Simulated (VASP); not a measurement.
Runs of VASP 6.6.1 on Au. It takes space group Im-3m (No. 229, cubic). The conventional cell has a = 3.240 Å, b = 3.240 Å, c = 3.240 Å, α = 90.00°, β = 90.00°, γ = 90.00°. Au (site symmetry m-3m) has 8 Au at 2.81 Å as nearest neighbours. This isn't the form of Au at room conditions, which is fcc.

| task | level | potentials or basis | cell | k mesh | cutoff (eV) | mesh quality | gap on the mesh (eV) | pressure (GPa) | relaxed volume (Å³/atom) |
| --- | --- | --- | --- | --- | --- | --- | --- | --- | --- |
| single point | PBEsol | VASP PAW PBE potentials, release 64 (Au) | as given | 18 × 18 × 18 | 520 | not flagged | none | (b) | - |
| relaxation of cell and atoms | PBEsol | VASP PAW PBE potentials, release 64 (Au) | relaxed | 18 × 18 × 18 | 600 | not flagged | none | 0.0 | 17.02 |
| relaxation of cell and atoms | PBEsol | VASP PAW PBE potentials, release 64 (Au) | relaxed | 18 × 18 × 18 | 300 | not flagged | none | 0.0 | 16.94 |
| relaxation of cell and atoms | LDA | VASP PAW LDA potentials, release 64 (Au) | relaxed | 18 × 18 × 18 | 600 | not flagged | none | 0.0 | 16.66 |
| relaxation of cell and atoms | PBEsol | VASP PAW PBE potentials, release 64 (Au) | relaxed | 18 × 18 × 18 | 580 | not flagged | none | 0.0 | 17.02 |
| relaxation of cell and atoms | RPBE | VASP PAW PBE potentials, release 64 (Au) | relaxed | 18 × 18 × 18 | 600 | not flagged | none | 0.0 | (a) |
| relaxation of cell and atoms | PBEsol | VASP PAW PBE potentials, release 64 (Au) | relaxed | 6 × 6 × 6 | 600 | coarse | none | 0.0 | 17.04 |

Alike in all rows: no spin polarisation; smearing gaussian 0.1 eV.

**Question.** Estimate the missing entries.

**Answer.** (a) 18.51; (b) 0.1.

Caveats: some runs use coarse meshes; the PAW data sets were made with another functional, which shifts forces and pressure a little (some runs).

A k mesh can miss the band edges, and the runs leave out spin-orbit coupling on Au.

A gap of «none» marks a metal or a gap under the smearing width.

Runs at the PBE level aren't shown here.
